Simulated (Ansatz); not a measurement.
The system is As.

```
CELL_PARAMETERS angstrom
1.88080 1.08588 3.51406
-1.88080 1.08588 3.51406
0.00000 -2.17176 3.51406
ATOMIC_POSITIONS crystal
As 0.22600 0.22600 0.22600
As 0.77400 0.77400 0.77400
```

Base run:

| Property | Result |
| --- | --- |
| Program | Ansatz 0.2.0 |
| Functional | PBE |
| Potentials or basis | all-electron LAPW, scalar-relativistic |
| Cutoff | 291 eV |
| Density cutoff | 1163 eV |
| Basis error allowed | 0.001 eV/atom |
| k mesh | 9 × 9 × 9 |
| Occupations | fermi-dirac, width 0.05 eV |
| Spin | no spin polarisation |

Its results: pressure 3.7 GPa; largest force 0.426 eV/Å.

Task: The run is repeated on the same cell with these changes: functional from PBE to LDA. What comes out?

Result: Pressure -1.3 GPa; largest force 0.261 eV/Å.

LDA binds more tightly than PBE, so the same cell stands under less pressure.

Not every run made on this cell is shown here.
